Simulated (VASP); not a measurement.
# HfC (Fm-3m) in VASP: further runs

Aim: see how the results for HfC move with the level of theory and the settings. Levels: r2SCAN0, LDA+U, PBE+U, RPBE, LDA. Tasks: band structure, optical spectrum, electric field gradients.

All numbers are computed with VASP 6.6.1; they aren't measurements. Logs are shortened: lines on timing, memory, paths and dates and some standing lists are left out, and cuts for length are marked.

### 1 The crystal as given

Symmetry: Fm-3m, No. 225, cubic system. Conventional cell: a = 4.650 Å, b = 4.650 Å, c = 4.650 Å, α = 90.00°, β = 90.00°, γ = 90.00°. Around Hf (site symmetry m-3m) lie 6 C at 2.33 Å. C (site symmetry m-3m) is surrounded by 6 Hf at 2.33 Å.

### 2 Band structure, r2SCAN0

POSCAR reads:

```
HfC
1.0
    0.0000000000      2.3250000000      2.3250000000
    2.3250000000      0.0000000000      2.3250000000
    2.3250000000      2.3250000000      0.0000000000
Hf C
1 1
Direct
    0.5000000000      0.5000000000      0.5000000000
    0.0000000000      0.0000000000      0.0000000000
```

INCAR.step1 reads:

```
SYSTEM = HfC
ALGO = Normal ; EDIFF = 1E-5
ENCUT = 520 ; GGA = PE
ISIF = 2 ; ISMEAR = -1
LASPH = .True. ; LCHARG = .False.
LMAXMIX = 4 ; LREAL = .False.
LWAVE = .True. ; NBANDS = 14
NELM = 100 ; PREC = Accurate
SIGMA = 0.05
```

INCAR.step2 reads:

```
SYSTEM = HfC
AEXX = 0.25 ; ALGO = Normal
EDIFF = 1E-6 ; ENCUT = 520
HFRCUT = -1 ; ISIF = 2
ISMEAR = -1 ; ISTART = 1
LASPH = .True. ; LCHARG = .False.
LHFCALC = .True. ; LMAXMIX = 4
LMIXTAU = .True. ; LREAL = .False.
LWAVE = .False. ; METAGGA = R2SCAN
NBANDS = 14 ; NELM = 100
PREC = Accurate ; PRECFOCK = Normal
SIGMA = 0.05
```

KPOINTS reads:

```
k-points
0
Gamma
  5 5 5
  0 0 0
```

KPOINTS_OPT reads:

```
path GXWKGLUWLK,UX
10
line-mode
reciprocal
 0.0000000000  0.0000000000  0.0000000000  G
 0.5000000000  0.0000000000  0.5000000000  X

 0.5000000000  0.0000000000  0.5000000000  X
 0.5000000000  0.2500000000  0.7500000000  W

 0.5000000000  0.2500000000  0.7500000000  W
 0.3750000000  0.3750000000  0.7500000000  K

 0.3750000000  0.3750000000  0.7500000000  K
 0.0000000000  0.0000000000  0.0000000000  G

 0.0000000000  0.0000000000  0.0000000000  G
 0.5000000000  0.5000000000  0.5000000000  L

 0.5000000000  0.5000000000  0.5000000000  L
 0.6250000000  0.2500000000  0.6250000000  U

 0.6250000000  0.2500000000  0.6250000000  U
 0.5000000000  0.2500000000  0.7500000000  W

 0.5000000000  0.2500000000  0.7500000000  W
 0.5000000000  0.5000000000  0.5000000000  L

 0.5000000000  0.5000000000  0.5000000000  L
 0.3750000000  0.3750000000  0.7500000000  K

 0.6250000000  0.2500000000  0.6250000000  U
 0.5000000000  0.0000000000  0.5000000000  X
```

Potentials or basis: VASP PAW PBE potentials, release 64 (Hf_pv, C).

On the command line:

```
$ cat potpaw_PBE.64/Hf_pv/POTCAR potpaw_PBE.64/C/POTCAR > POTCAR
$ cp INCAR.step1 INCAR
$ mpirun -np 1 vasp_std > vasp.out
$ cp INCAR.step2 INCAR
$ mpirun -np 1 vasp_std > vasp.out
```

OUTCAR:

```text
SYSTEM = HfC
   AEXX = 0.25
   EDIFF = 1E-6
   ENCUT = 520
   ISIF = 2
   ISMEAR = -1
   ISTART = 1
   LASPH = .True.
   LHFCALC = .True.
   LREAL = .False.
   METAGGA = R2SCAN
   NELM = 100
   PREC = Accurate
   PRECFOCK = Normal

 ion  position               nearest neighbor table
   1  0.500  0.500  0.500-   2 2.33   2 2.33   2 2.33   2 2.33   2 2.33   2 2.33
   2  0.000  0.000  0.000-   1 2.33   1 2.33   1 2.33   1 2.33   1 2.33   1 2.33

  LATTYP: Found a face centered cubic cell.
 ALAT       =     4.6500000000

  Lattice vectors:

 A1 = (   0.0000000000,   2.3250000000,   2.3250000000)
 A2 = (   2.3250000000,   0.0000000000,   2.3250000000)
 A3 = (   2.3250000000,   2.3250000000,   0.0000000000)

Analysis of symmetry for initial positions (statically):
=====================================================================
 Subroutine PRICEL returns:
 Original cell was already a primitive cell.

 Routine SETGRP: Setting up the symmetry group for a
 face centered cubic supercell.

 Subroutine GETGRP returns: Found 48 space group operations
 (whereof 48 operations were pure point group operations)
 out of a pool of 48 trial point group operations.

The static configuration has the point symmetry O_h .

Analysis of symmetry for dynamics (positions and initial velocities):
=====================================================================
 Subroutine PRICEL returns:
 Original cell was already a primitive cell.

 Routine SETGRP: Setting up the symmetry group for a
 face centered cubic supercell.

 Subroutine GETGRP returns: Found 48 space group operations
 (whereof 48 operations were pure point group operations)
 out of a pool of 48 trial point group operations.

The dynamic configuration has the point symmetry O_h .

 Subroutine INISYM returns: Found 48 space group operations
 (whereof 48 operations are pure point group operations),
 and found     1 'primitive' translations

----------------------------------------------------------------------------------------

                                     Primitive cell

  volume of cell :      25.1362

  direct lattice vectors                    reciprocal lattice vectors
     0.000000000  2.325000000  2.325000000    -0.215053763  0.215053763  0.215053763
     2.325000000  0.000000000  2.325000000     0.215053763 -0.215053763  0.215053763
     2.325000000  2.325000000  0.000000000     0.215053763  0.215053763 -0.215053763

  length of vectors
     3.288046533  3.288046533  3.288046533     0.372484045  0.372484045  0.372484045

  position of ions in fractional coordinates (direct lattice)
     0.500000000  0.500000000  0.500000000
     0.000000000  0.000000000  0.000000000

  ion indices of the primitive-cell ions
   primitive index   ion index
                 1           1
                 2           2

----------------------------------------------------------------------------------------

 KPOINTS: k-points

Automatic generation of k-mesh.
 Grid dimensions read from file:
 generate k-points for:    5    5    5

 Generating k-lattice:

  Cartesian coordinates                     Fractional coordinates (reciprocal lattice)
    -0.043010753  0.043010753  0.043010753     0.200000000  0.000000000  0.000000000
     0.043010753 -0.043010753  0.043010753     0.000000000  0.200000000  0.000000000
     0.043010753  0.043010753 -0.043010753     0.000000000  0.000000000  0.200000000

  Length of vectors
     0.074496809  0.074496809  0.074496809

  Shift w.r.t. Gamma in fractional coordinates (k-lattice)
     0.000000000  0.000000000  0.000000000

 Subroutine IBZKPT returns following result:
 ===========================================

 Found     10 irreducible k-points:

 Following reciprocal coordinates:
            Coordinates               Weight
  0.000000  0.000000  0.000000      1.000000
  0.200000  0.000000  0.000000      8.000000
  0.400000  0.000000  0.000000      8.000000
  0.200000  0.200000  0.000000      6.000000
  0.400000  0.200000  0.000000     24.000000
 -0.400000  0.200000  0.000000     24.000000
 -0.200000  0.200000  0.000000     12.000000
  0.400000  0.400000  0.000000      6.000000
 -0.400000  0.400000  0.000000     12.000000
 -0.400000  0.400000  0.200000     24.000000
   k-points           NKPTS =     10   k-points in BZ     NKDIM =    125   number of bands    NBANDS=     14
   number of dos      NEDOS =    301   number of ions     NIONS =      2
   total plane-waves  NPLWV =  13824
   dimension x,y,z NGX =    24 NGY =   24 NGZ =   24
   dimension x,y,z NGXF=    48 NGYF=   48 NGZF=   48
   ions per type =               1   1
   NGX,Y,Z   is equivalent  to a cutoff of  12.13, 12.13, 12.13 a.u.
   NGXF,Y,Z  is equivalent  to a cutoff of  24.27, 24.27, 24.27 a.u.
 SYSTEM =  HfC
   PREC   = accura    normal or accurate (medium, high low for compatibility)
   ISTART =      1    job   : 0-new  1-cont  2-samecut
   ICHARG =      0    charge: 1-file 2-atom 10-const
   ISPIN  =      1    spin polarized calculation?
   LNONCOLLINEAR =      F non collinear calculations
   LSORBIT =      F    spin-orbit coupling
   LASPH  =      T    aspherical Exc in radial PAW
   ENCUT  =  520.0 eV  38.22 Ry    6.18 a.u.   6.11  6.11  6.11*2*pi/ulx,y,z
   NELM   =    100;   NELMIN=  2; NELMDL=  0     # of ELM steps
   EDIFF  = 0.1E-05   stopping-criterion for ELM
   LREAL  =      F    real-space projection
   EDIFFG = 0.1E-04   stopping-criterion for IOM
   NSW    =      0    number of steps for IOM
   IBRION =     -1    ionic relax: 0-MD 1-quasi-New 2-CG
   NFREE  =      0    steps in history (QN), initial steepest desc. (CG)
   ISIF   =      2    stress and relaxation
   ISYM   =      3    0-nonsym 1-usesym 2-fastsym
   POTIM  = 0.5000    time-step for ionic-motion
   TEBEG  =    0.0;   TEEND  =   0.0 temperature during run
   PSTRESS=    0.0 pullay stress
   NELECT =      14.0000    total number of electrons
   NUPDOWN=      -1.0000    fix difference up-down
   EMIN   =  10.00;   EMAX   =-10.00  energy-range for DOS
   EFERMI =   0.00;   METHOD = LEGACY
   ISMEAR =    -1;   SIGMA  =   0.05  broadening in eV -4-tet -1-fermi 0-gaus
   EFERMI_NEDOS =   21; number of points for ismear=-14 and -15
   IALGO  =     38    algorithm
   IMIX   =      1    mixing-type and parameters
     AMIX     =   0.40;   BMIX     =  1.00
     AMIX_MAG =   1.60;   BMIX_MAG =  1.00
  volume/ion in A,a.u.               =      12.57        84.81
  Fermi-wavevector in a.u.,A,eV,Ry     =   1.346949  2.545365 24.684672  1.814272
  Thomas-Fermi vector in A             =   2.474740
   LORBIT       =      0    0 simple, 1 ext, 2 COOP (PROOUT), +10 PAW based schemes
   METAGGA = R2SCAN    functional components
   LHFCALC =     T    Hartree Fock is set to
   PRECFOCK=normal    Normal, Fast or Accurate (Low or Medium for compatibility)
   ENCUT4O =  -1.0   cutoff for four orbital integrals eV
   NKREDX  =     1    reduce k-point grid by
   NKREDY  =     1    reduce k-point grid by
   NKREDZ  =     1    reduce k-point grid by
   AEXX    =    0.2500 exact exchange contribution
   HFSCREEN=    0.0000 screening length (either q_TF or 0.3 A-1)
   HFSCREENC=   0.0000 screening length for correlation (either q_TF or 0.3 A-1)
   ENCUTFOCK=  -1.0 apply spherical cutoff to Coloumb kernel
   IVDW    =     0    specifies the selected vdW correction
   LEPSILON=     F    determine dielectric tensor
   LRPA    =     F    only Hartree local field effects (RPA)
 non-spin polarized calculation
  energy-cutoff  :      520.00
  volume of cell :       25.14
 maximum number of plane-waves:       687
  NGX = 20; NGY = 20; NGZ = 20

 number of electron      14.0000000 magnetization

 Free energy of the ion-electron system (eV)
  ---------------------------------------------------
  ext. energy  EPLUGINS =         0.00000000
  ---------------------------------------------------
  free energy    TOTEN  =       -53.14290181 eV

  energy without entropy =      -53.13937539  energy(sigma->0) =      -53.14113860

 E-fermi :   5.2258     XC(G=0): -10.1508

 val. band max:        5.2246924747   @ k =   0.4000   0.4000   0.0000
 cond. band min:       6.5278326346   @ k =   0.2000   0.2000   0.0000
 fundamental gap:      1.3031401599
 Fermi energy:         5.2258422067

 k-point     1 :       0.0000    0.0000    0.0000
  band No.  band energies     occupation
      1     -27.3059      2.00000
      2     -27.3055      2.00000
      3     -27.3024      2.00000
      4      -9.1081      2.00000
      5       6.9973      0.00000
      6       7.0004      0.00000
      7       7.0221      0.00000
      8       8.1645      0.00000
      9       8.1650      0.00000
     10       8.1719      0.00000
     11      10.0290      0.00000
     12      10.0291      0.00000
     13      14.3000      0.00000
     14      18.4259      0.00000

 k-point     2 :       0.2000    0.0000    0.0000
  band No.  band energies     occupation
      1     -27.5844      2.00000
      2     -27.3302      2.00000
      3     -27.3278      2.00000
      4      -8.0659      2.00000
      5       2.8572      2.00000
      6       3.8814      2.00000
      7       3.8850      2.00000
      8       9.4624      0.00000
      9       9.4676      0.00000
     10       9.6051      0.00000
     11      13.6100      0.00000
     12      13.6115      0.00000
     13      16.2108      0.00000
     14      20.6797      0.00000

 k-point     3 :       0.4000    0.0000    0.0000
  band No.  band energies     occupation
      1     -28.0037      2.00000
      2     -27.3684      2.00000
      3     -27.3658      2.00000
      4      -5.7097      2.00000
      5      -0.9791      2.00000
      6       1.9399      2.00000
      7       1.9465      2.00000
      8      11.5950      0.00000
      9      11.9801      0.00000
     10      11.9843      0.00000
     11      15.4832      0.00000
     12      18.0892      0.00000
     13      18.0940      0.00000
     14      20.6228      0.00000
[... 86 lines left out ...]
 k-point     9 :      -0.4000    0.4000    0.0000
  band No.  band energies     occupation
      1     -27.9062      2.00000
      2     -27.6869      2.00000
      3     -27.5198      2.00000
      4      -6.5648      2.00000
      5       1.8029      2.00000
      6       1.8630      2.00000
      7       3.7397      2.00000
      8       7.4686      0.00000
      9      13.4203      0.00000
     10      13.7615      0.00000
     11      14.5554      0.00000
     12      15.7621      0.00000
     13      18.1922      0.00000
     14      20.6450      0.00000

 k-point    10 :      -0.4000    0.4000    0.2000
  band No.  band energies     occupation
      1     -27.8579      2.00000
      2     -27.6782      2.00000
      3     -27.5131      2.00000
      4      -6.1776      2.00000
      5       0.7364      2.00000
      6       2.2269      2.00000
      7       2.4982      2.00000
      8       9.5551      0.00000
      9      11.9913      0.00000
     10      13.9089      0.00000
     11      14.1357      0.00000
     12      16.6917      0.00000
     13      19.8310      0.00000
     14      20.6319      0.00000

------------------------ aborting loop because EDIFF is reached ----------------------------------------

  FORCE on cell =-STRESS in cart. coord.  units (eV):
  Direction    XX          YY          ZZ          XY          YZ          ZX
  --------------------------------------------------------------------------------------
  -------------------------------------------------------------------------------------
  Total       -0.7794629     -0.7794629     -0.7794629      0.0000000      0.0000000      0.0000000
  in kB      -49.6829278    -49.6829278    -49.6829278      0.0000000      0.0000000      0.0000000
  external PRESSURE =     -49.6829278 kB  Pullay stress =       0.0000000 kB

 VOLUME and BASIS-vectors are now :
 -----------------------------------------------------------------------------
  energy-cutoff  :      520.00
  volume of cell :       25.14
      direct lattice vectors                 reciprocal lattice vectors
     0.000000000  2.325000000  2.325000000    -0.215053763  0.215053763  0.215053763
     2.325000000  0.000000000  2.325000000     0.215053763 -0.215053763  0.215053763
     2.325000000  2.325000000  0.000000000     0.215053763  0.215053763 -0.215053763

 POSITION                                       TOTAL-FORCE (eV/Angst)
 -----------------------------------------------------------------------------------
      2.32500      2.32500      2.32500         0.000000      0.000000      0.000000
      0.00000      0.00000      0.00000        -0.000000     -0.000000     -0.000000
 -----------------------------------------------------------------------------------
    total drift:                                0.000001     -0.000000     -0.000000

  FREE ENERGIE OF THE ION-ELECTRON SYSTEM (eV)
  ---------------------------------------------------
  free  energy   TOTEN  =       -53.1429018112 eV

  energy  without entropy=      -53.1393753950  energy(sigma->0) =      -53.14113860
```

Run time: 33 min. Hardware: 1 thread of Intel Xeon 6975P-C (Granite Rapids), shared host; peak memory 0.19 GiB.

Results:

| Item | Value |
| --- | --- |
| Free energy | -53.1429 eV |
| Pressure | -5.0 GPa |
| Band gap along the path | none (metal or under the smearing width) |

Levels at the corners of the path, in eV from the Fermi level:
```
point  band 3  band 4  band 5  band 6  band 7  band 8  band 9  band 10  band 11  band 12
    Γ  -32.53  -14.33    1.77    1.77    1.80    2.94    2.94     2.95     4.80     4.80
    X  -32.79  -12.29   -3.28   -1.37   -0.19    0.14    6.92     8.87     8.88    10.68
    X  -32.79  -12.29   -3.28   -1.37   -0.19    0.14    6.92     8.87     8.88    10.68
    W  -32.80  -11.45   -3.48   -3.22   -3.22    5.50    5.50     8.89     9.02    10.27
    W  -32.80  -11.45   -3.48   -3.22   -3.22    5.50    5.50     8.89     9.02    10.27
    K  -32.73  -11.56   -4.03   -3.37   -2.01    3.09    7.84     8.33    10.27    10.32
    K  -32.73  -11.56   -4.03   -3.37   -2.01    3.09    7.84     8.33    10.27    10.32
    Γ  -32.53  -14.33    1.77    1.77    1.80    2.94    2.94     2.95     4.80     4.80
    Γ  -32.53  -14.33    1.77    1.77    1.80    2.94    2.94     2.95     4.80     4.80
    L  -32.60  -10.24   -7.05   -3.52   -3.52    7.39    7.39     8.00     8.34    13.96
    L  -32.60  -10.24   -7.05   -3.52   -3.52    7.39    7.39     8.00     8.34    13.97
    U  -32.73  -11.56   -4.04   -3.37   -2.01    3.09    7.84     8.33    10.27    10.32
    U  -32.73  -11.56   -4.04   -3.37   -2.01    3.09    7.84     8.33    10.27    10.32
    W  -32.80  -11.45   -3.48   -3.22   -3.22    5.50    5.50     8.89     9.02    10.27
    W  -32.80  -11.45   -3.48   -3.22   -3.22    5.50    5.50     8.89     9.02    10.27
    L  -32.60  -10.24   -7.05   -3.52   -3.52    7.39    7.39     8.00     8.34    13.97
    L  -32.60  -10.24   -7.05   -3.52   -3.52    7.39    7.39     8.00     8.34    13.96
    K  -32.73  -11.56   -4.03   -3.37   -2.01    3.09    7.84     8.33    10.27    10.32
    U  -32.73  -11.56   -4.04   -3.37   -2.01    3.09    7.84     8.33    10.27    10.32
    X  -32.79  -12.29   -3.28   -1.37   -0.19    0.14    6.92     8.87     8.88    10.68
```

Caveat: the k mesh is coarse (spacing up to 0.47 Å⁻¹), so the values aren't converged, least of all with exact exchange; the PAW data sets were made with another functional, which shifts forces and pressure a little; spin-orbit coupling is left out, which moves the levels of the heavy elements.

(Continued in part 2 of 3.)
